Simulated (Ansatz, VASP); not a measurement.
This is a calculation of Al for Ansatz 0.2.0.

File input.yaml:

```yaml
crystal:
  lattice:
    - [0.0, 2.024805, 2.024805]
    - [2.024805, 0.0, 2.024805]
    - [2.024805, 2.024805, 0.0]
  atoms:
    - { symbol: Al, position: [0.0, 0.0, 0.0] }
hamiltonian:
  xc: lda
  pseudopotentials: { kind: paw }
kpoints:
  mp_grid: { grid: [11, 11, 11] }
scf:
  occupations: { method: fermi_dirac, width: 0.05 }
output:
  forces: true
  stress: true
relax:
  f_tol: 0.01
  max_steps: 40
  cell: { stress_tol: 0.05 }
```

Potentials or basis: Ansatz PAW.

Launch:

```console
$ ansatz run input.yaml --threads 2 --pin off --max-ram 5632MiB --backend cpu --events-out ev --progress --plain --runs-dir out
```

Problem. Translate it to VASP 6.6.1. Potentials there: VASP PAW LDA potentials, release 64 (Al).

Solution. As run (the cutoff follows the program's own potentials):

The input INCAR:

```
SYSTEM = Al
PREC = Accurate
ENCUT = 600
EDIFF = 1E-6
ISMEAR = -1
SIGMA = 0.05
LREAL = .FALSE.
LASPH = .TRUE.
NELM = 60
ALGO = Fast
ISIF = 3
LWAVE = .FALSE.
LCHARG = .FALSE.
IBRION = 2
NSW = 40
EDIFFG = -0.01
```

File KPOINTS:

```
Automatic mesh
0
G
  11 11 11
  0 0 0
```

POSCAR

```
Al
1.0
    0.0000000000      2.0248050000      2.0248050000
    2.0248050000      0.0000000000      2.0248050000
    2.0248050000      2.0248050000      0.0000000000
Al
1
Direct
    0.0000000000      0.0000000000      0.0000000000
```

Potentials or basis: VASP PAW LDA potentials, release 64 (Al).

The run is started by

```sh
$ cat potpaw_LDA.64/Al/POTCAR > POTCAR
$ mpirun -np 1 vasp_std > vasp.out
```

Both were run:

|  | VASP | Ansatz | Ansatz less VASP |
| --- | --- | --- | --- |
| relaxed volume (Å³/atom) | 15.84 | 15.83 | -0.008 |
| relaxed cell length with the largest relative difference (Å) | 2.819 | 2.819 | -0.0004 |
| energy change over the relaxation (meV/atom) | -9 | -9 | -0.3 |

Caveats: the plane-wave basis is chosen anew once the cell has moved, so the energies of steps on either side of that aren't comparable (Ansatz); the PAW data sets come from PBE, with cores solved anew for the run's functional, which leaves a small shift of forces and pressure (Ansatz). Zero-point motion and thermal expansion aren't in these numbers.
